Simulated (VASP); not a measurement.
# InP: accuracy against cost in the plane-wave cutoff and k-mesh, part 3 of 3

A convergence test on InP: the plane-wave cutoff and k-mesh. The atoms are off their equilibrium sites, so that forces can be compared too. The series runs use PBE. The atoms of the start are displaced at random from the sites of a F-43m cell.

VASP 6.6.1; PBE; plane waves and PAW (In_d, P).

Still holding for the runs below: Spin-orbit coupling is off here; with elements this heavy it splits and shifts levels by tenths of an eV or more.

So far. Step 14 (K-mesh: 5 5 5): Against the run before the energy moves by -37.79 meV an atom and the pressure by -0.17 GPa, after 13 cycles in 19 s.

The database entry behind the starting cell differs from later determinations by our own check (0.1 to 0.3 % short, probably kX units), so it need not match the best structure at ambient conditions.

### Step 15. K-mesh: 6 6 6

The input, INCAR:

```
SYSTEM = InP
PREC = Accurate
ENCUT = 400
EDIFF = 1E-06
NELM = 100
ISMEAR = -1
SIGMA = 0.05
LREAL = .FALSE.
ALGO = Normal
GGA = PE
NBANDS = 15
LORBIT = 11
LWAVE = .FALSE.
LCHARG = .FALSE.
KPAR = 2
ISIF = 2
```

The input, POSCAR:

```
InP
1.0
    0.0000000000      2.9305000000      2.9305000000
    2.9305000000      0.0000000000      2.9305000000
    2.9305000000      2.9305000000      0.0000000000
In P
1 1
Direct
    0.0076490000     -0.0083110000     -0.0119070000
    0.2554720000      0.2458670000      0.2651810000
```

The input, KPOINTS:

```
Automatic mesh
0
Gamma
6 6 6
0 0 0
```

Potentials, in the order of the species: In_d and P (PBE family, release 64).

The run is started by

```console
$ mpirun -np 2 vasp_std
```

The program printed:

```text
[... set-up lines as in an earlier step ...]
 entering main loop
       N       E                     dE             d eps       ncg     rms          rms(c)
DAV:   1     0.104130368796E+03    0.10413E+03   -0.74028E+03  3397   0.112E+03
DAV:   2    -0.187280805308E+01   -0.10600E+03   -0.10168E+03  3752   0.281E+02
DAV:   3    -0.856637655071E+01   -0.66936E+01   -0.66551E+01  4305   0.748E+01
DAV:   4    -0.874151776859E+01   -0.17514E+00   -0.17508E+00  4410   0.132E+01
[...]
DAV:  11    -0.831370432609E+01   -0.64412E-04   -0.60924E-05  4004   0.677E-02    0.148E-02
DAV:  12    -0.831371000632E+01   -0.56802E-05   -0.18215E-05  4480   0.661E-02    0.166E-02
DAV:  13    -0.831371030120E+01   -0.29488E-06   -0.10825E-06  3087   0.784E-03
   1 F= -.83137103E+01 E0= -.83136947E+01  d E =-.312033E-04
```

Wall time 40 s (2 MPI ranks of AMD EPYC 7R43, shared host); peak memory 0.32 GiB.

Parts of OUTCAR (step 15):

```text
  Total        1.0874803      1.1239649      1.1896719      0.0937458     -0.7930893     -0.6302761
  in kB       34.6159929     35.7773504     37.8688932      2.9840586    -25.2451232    -20.0625552
  external PRESSURE =      36.0874122 kB  Pullay stress =       0.0000000 kB

 POSITION                                       TOTAL-FORCE (eV/Angst)
 -----------------------------------------------------------------------------------
      5.80175      2.91802      2.92856         0.744912      0.593900     -0.121658
      1.49763      1.52577      1.46917        -0.744912     -0.593900      0.121658
 -----------------------------------------------------------------------------------
    total drift:                                0.000385      0.000607      0.000070

  FREE ENERGIE OF THE ION-ELECTRON SYSTEM (eV)
  ---------------------------------------------------
  free  energy   TOTEN  =        -8.3137103012 eV

  energy  without entropy=       -8.3136790979  energy(sigma->0) =       -8.31369470

[... 1 part as in an earlier step ...]

[... 2 further parts left out ...]
[key lines of the parts left out:]
E-fermi :   5.6493
```

Against the run before the energy moves by -11.47 meV an atom and the pressure by -0.04 GPa, after 13 cycles in 40 s.

### Step 16. K-mesh: 8 8 8

INCAR is that of step 15.

POSCAR is that of step 15.

The input, KPOINTS:

```
Automatic mesh
0
Gamma
8 8 8
0 0 0
```

The run is started by

```console
$ mpirun -np 2 vasp_std
```

The program printed:

```text
[... set-up lines as in an earlier step ...]
 entering main loop
       N       E                     dE             d eps       ncg     rms          rms(c)
DAV:   1     0.103093330334E+03    0.10309E+03   -0.73518E+03  7864   0.112E+03
DAV:   2    -0.198856987795E+01   -0.10508E+03   -0.10104E+03  8640   0.278E+02
DAV:   3    -0.857909782731E+01   -0.65905E+01   -0.65587E+01 10159   0.736E+01
DAV:   4    -0.874804327235E+01   -0.16895E+00   -0.16889E+00 10035   0.130E+01
[...]
DAV:  11    -0.832445425589E+01   -0.62956E-04   -0.59617E-05  9620   0.660E-02    0.147E-02
DAV:  12    -0.832445983095E+01   -0.55751E-05   -0.18192E-05 10502   0.672E-02    0.161E-02
DAV:  13    -0.832446012234E+01   -0.29139E-06   -0.10991E-06  6959   0.792E-03
   1 F= -.83244601E+01 E0= -.83244531E+01  d E =-.141002E-04
```

Run time: 1.8 min. Hardware: 2 MPI ranks; peak memory 0.44 GiB; 3.2 min of CPU time.

OUTCAR, selected parts (step 16):

```text
  Total        1.0858998      1.1226243      1.1887569      0.0925052     -0.7964017     -0.6329422
  in kB       34.5656851     35.7346752     37.8397675      2.9445681    -25.3505619    -20.1474225
  external PRESSURE =      36.0467093 kB  Pullay stress =       0.0000000 kB

 POSITION                                       TOTAL-FORCE (eV/Angst)
 -----------------------------------------------------------------------------------
      5.80175      2.91802      2.92856         0.744088      0.593239     -0.121003
      1.49763      1.52577      1.46917        -0.744088     -0.593239      0.121003
 -----------------------------------------------------------------------------------
    total drift:                                0.000386      0.000610      0.000066

  FREE ENERGIE OF THE ION-ELECTRON SYSTEM (eV)
  ---------------------------------------------------
  free  energy   TOTEN  =        -8.3244601223 eV

  energy  without entropy=       -8.3244460222  energy(sigma->0) =       -8.32445307

[... 2 parts as in an earlier step ...]

[... 1 further part left out ...]
[key lines of the parts left out:]
E-fermi :   5.6469
```

Against the run before the energy moves by -5.38 meV an atom while the pressure stays within 0.01 GPa, after 13 cycles in 1.8 min.

### Step 17. K-mesh: 10 10 10

INCAR is that of step 16.

POSCAR is that of step 16.

The input, KPOINTS:

```
Automatic mesh
0
Gamma
10 10 10
0 0 0
```

The run is started by

```console
$ mpirun -np 2 vasp_std
```

The program printed:

```text
[... set-up lines as in an earlier step ...]
 entering main loop
       N       E                     dE             d eps       ncg     rms          rms(c)
DAV:   1     0.102679953917E+03    0.10268E+03   -0.73030E+03 15270   0.111E+03
DAV:   2    -0.204311718434E+01   -0.10472E+03   -0.10071E+03 16604   0.277E+02
DAV:   3    -0.858360792181E+01   -0.65405E+01   -0.65095E+01 19607   0.735E+01
DAV:   4    -0.874906996624E+01   -0.16546E+00   -0.16541E+00 19482   0.129E+01
[...]
DAV:  11    -0.832616524692E+01   -0.62926E-04   -0.60242E-05 18340   0.666E-02    0.147E-02
DAV:  12    -0.832617072296E+01   -0.54760E-05   -0.17885E-05 20433   0.664E-02    0.162E-02
DAV:  13    -0.832617100632E+01   -0.28336E-06   -0.10829E-06 13566   0.785E-03
   1 F= -.83261710E+01 E0= -.83261667E+01  d E =-.860744E-05
```

Elapsed: 2.4 min, on 2 MPI ranks; peak memory 0.66 GiB.

OUTCAR, selected parts (step 17):

```text
  Total        1.0878335      1.1246217      1.1908785      0.0921914     -0.7973891     -0.6337296
  in kB       34.6272360     35.7982566     37.9073002      2.9345796    -25.3819909    -20.1724866
  external PRESSURE =      36.1109310 kB  Pullay stress =       0.0000000 kB

 POSITION                                       TOTAL-FORCE (eV/Angst)
 -----------------------------------------------------------------------------------
      5.80175      2.91802      2.92856         0.743908      0.593096     -0.120834
      1.49763      1.52577      1.46917        -0.743908     -0.593096      0.120834
 -----------------------------------------------------------------------------------
    total drift:                                0.000385      0.000608      0.000066

  FREE ENERGIE OF THE ION-ELECTRON SYSTEM (eV)
  ---------------------------------------------------
  free  energy   TOTEN  =        -8.3261710063 eV

  energy  without entropy=       -8.3261623989  energy(sigma->0) =       -8.32616670

[... 1 part as in an earlier step ...]

[... 2 further parts left out ...]
[key lines of the parts left out:]
E-fermi :   5.6529
```

Against the run before the energy moves by -0.86 meV an atom and the pressure by +0.01 GPa, after 13 cycles in 2.4 min.

### Step 18. K-mesh: 12 12 12

INCAR is that of step 17.

POSCAR is that of step 17.

The input, KPOINTS:

```
Automatic mesh
0
Gamma
12 12 12
0 0 0
```

The run is started by

```console
$ mpirun -np 2 vasp_std
```

The program printed:

```text
[... set-up lines as in an earlier step ...]
 entering main loop
       N       E                     dE             d eps       ncg     rms          rms(c)
DAV:   1     0.103718566098E+03    0.10372E+03   -0.73314E+03 26208   0.111E+03
DAV:   2    -0.190862819454E+01   -0.10563E+03   -0.10158E+03 28672   0.278E+02
DAV:   3    -0.857768562485E+01   -0.66691E+01   -0.66368E+01 33908   0.742E+01
DAV:   4    -0.874894144417E+01   -0.17126E+00   -0.17120E+00 33349   0.131E+01
[...]
DAV:  11    -0.832651668877E+01   -0.62645E-04   -0.59029E-05 31199   0.657E-02    0.146E-02
DAV:  12    -0.832652243047E+01   -0.57417E-05   -0.18252E-05 35427   0.670E-02    0.159E-02
DAV:  13    -0.832652272179E+01   -0.29132E-06   -0.10983E-06 22932   0.791E-03
   1 F= -.83265227E+01 E0= -.83265197E+01  d E =-.603746E-05
```

Elapsed: 4 min, on 2 MPI ranks; peak memory 0.95 GiB; 7.4 min of CPU time.

Parts of OUTCAR (step 18):

```text
  Total        1.0886081      1.1254226      1.1917098      0.0920841     -0.7977298     -0.6340026
  in kB       34.6518922     35.8237501     37.9337619      2.9311623    -25.3928365    -20.1811739
  external PRESSURE =      36.1364681 kB  Pullay stress =       0.0000000 kB

 POSITION                                       TOTAL-FORCE (eV/Angst)
 -----------------------------------------------------------------------------------
      5.80175      2.91802      2.92856         0.743857      0.593055     -0.120779
      1.49763      1.52577      1.46917        -0.743857     -0.593055      0.120779
 -----------------------------------------------------------------------------------
    total drift:                                0.000385      0.000607      0.000066

  FREE ENERGIE OF THE ION-ELECTRON SYSTEM (eV)
  ---------------------------------------------------
  free  energy   TOTEN  =        -8.3265227218 eV

  energy  without entropy=       -8.3265166843  energy(sigma->0) =       -8.32651970

[... 1 part as in an earlier step ...]

[... 2 further parts left out ...]
[key lines of the parts left out:]
E-fermi :   5.6614
```

Against the run before the energy moves by -0.18 meV an atom while the pressure stays within 0.01 GPa, after 13 cycles in 4 min.

### Step 19. The k-mesh series as a table

This step: convergence of PBE results with the mesh; plane waves and PAW (VASP 6.6.1).

Derived from the runs above.

Differences are taken from the run with 12 12 12. Results of the series, by row:

```tsv
setting	status	energy less the reference (meV/atom)	pressure (GPa)	largest force difference (meV/Å)	gap (eV)	SCF cycles	wall time (s)
2 2 2	converged	913	7.766	35.9	0.4129	13	4.6
3 3 3	converged	200.4	4.492	16.59	0.4881	13	8.4
4 4 4	converged	55.67	3.814	6.358	0.5121	13	16
5 5 5	converged	17.88	3.644	2.489	0.5212	13	18.6
6 6 6	converged	6.412	3.609	1.055	0.5248	13	40
8 8 8	converged	1.033	3.605	0.231	0.527	13	106
10 10 10	converged	0.1765	3.611	0.055	0.5275	13	146
12 12 12	converged	0	3.614	0	0.5276	13	237.1
```

### Step 20. Summary of results

* plane-wave cutoff from which the energy stays within 10 meV/atom of the reference: ENCUT = 260
* plane-wave cutoff from which the energy stays within 1 meV/atom of the reference: ENCUT = 410
* plane-wave cutoff from which the pressure stays within 0.2 GPa of the reference: ENCUT = 410
* spread of the pressure over the plane-wave cutoff: 145 GPa
* spread of the energy over the plane-wave cutoff: 2091 meV/atom
* k-mesh from which the energy stays within 10 meV/atom of the reference: 6 6 6
* k-mesh from which the energy stays within 1 meV/atom of the reference: 10 10 10
* k-mesh from which the pressure stays within 0.2 GPa of the reference: 5 5 5
* spread of the pressure over the k-mesh: 4.16 GPa
* spread of the energy over the k-mesh: 913 meV/atom

**Reading.** From ENCUT = 410 on, the energy stays within 1 meV an atom of the reference, at 76 % of its time. The pressure holds within 0.2 GPa from ENCUT = 410 on. These cutoffs are 0.6 to 2 times the default of the data sets, about 260 eV; at the default the run is off by +2.2 meV an atom, -0.17 GPa, 1.6 meV/Å in forces, and at 1.3 times by +1.3 meV an atom, -0.32 GPa, 0.4 meV/Å in forces. Energy differences between like cells converge faster than these totals. From 10 10 10 on, the energy stays within 1 meV an atom of the reference, at 62 % of its time. The pressure holds within 0.2 GPa from 5 5 5 on. Differences are taken from the run with ENCUT = 510, which is itself not the exact limit. The runs at ENCUT = 150; ENCUT = 190 are over 30 meV an atom or 2 GPa off and describe the material poorly. The runs at 2 2 2; 3 3 3; 4 4 4 are over 30 meV an atom or 2 GPa off and describe the material poorly.

[Lines on the potential files, build, host, timing and source positions are cut from VASP's logs without a mark.]

[Logs are printed without paths, hosts, clocks, repeated set-up lines and the standing remarks that a program may print on its own settings, such as how far it seeks lower states.]

[Hosts, paths, dates, database ids (printed as entryN), source tags and the programs' standing remarks are cut or masked in the printed files.]

[A measured line is paired with the nearest computed mode of its activity, which favours agreement.]

[In band tables of VASP the shares of atoms and orbitals are scaled to a sum of 1 inside the atoms' spheres.]
